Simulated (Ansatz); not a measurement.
# GaSb: energy along a strain

GaSb, F-43m, a = 6.132 Å. Ansatz: r2SCAN, PAW, 500 eV, Γ-centred 10×10×10 mesh on 2 atoms, Gaussian smearing 0.05 eV; no spin polarisation. Cell vectors (Å): 0.000 3.066 3.066; 3.066 0.000 3.066; 3.066 3.066 0.000. The cell is strained by x per cent times the pattern (1 1 0 0 0 0) in the order xx yy zz yz xz xy (engineering shears), with fractional coordinates held. y is the free energy over the start, V0 = 28.826 Å³/atom.

| x (%) | y (meV/atom) |
| --- | --- |
| -4.00 | 39.43 |
| -3.00 | 21.60 |
| -2.00 | 9.35 |
| 0.00 | 0.00 |
| 1.00 | 2.17 |
| 2.00 | ? |
| 3.00 | 18.36 |
| 4.00 | 31.75 |

Fit y = c2 x² + c3 x³ to the other rows, get the stiffness along the pattern, and predict the missing energy.

Least squares on the rows shown. y = 2.2232 x² − 0.059981 x³. The clamped-ion stiffness p·C·p = 2 × 22.23 eV × 160.2 / 28.826 Å³ = 247 GPa. At x = 2.00 the fit asked for gives 8.41 meV/atom. The run gave 8.43 meV/atom, so the fit is 0.02 meV/atom too low, within the rms miss on the fitted rows (0.02 meV/atom).

Compression costs more than equal extension, 39.43 against 31.75 meV/atom at the ends of the range, and the negative cubic term carries this asymmetry. In-plane strain with the third axis held changes both bond lengths and bond angles. Shortening the Ga–Sb bonds brings steeply rising overlap repulsion, while stretching them weakens the covalent attraction and softens the restoring force. The accurate prediction of the missing energy shows that a cubic expansion suffices for interpolation here, not that it would hold at larger strains.

In the zincblende structure this pattern corresponds to 2(C11 + C12), so it can't separate the two constants and says nothing about C44. Because the strain has no shear component, the remaining symmetry leaves no internal force on the sublattices, and holding the fractional coordinates doesn't stiffen the result as it would for a shear that displaces them. The stiffness is nevertheless not that of an epitaxial film, whose free out-of-plane axis would relax and lower the energy cost.
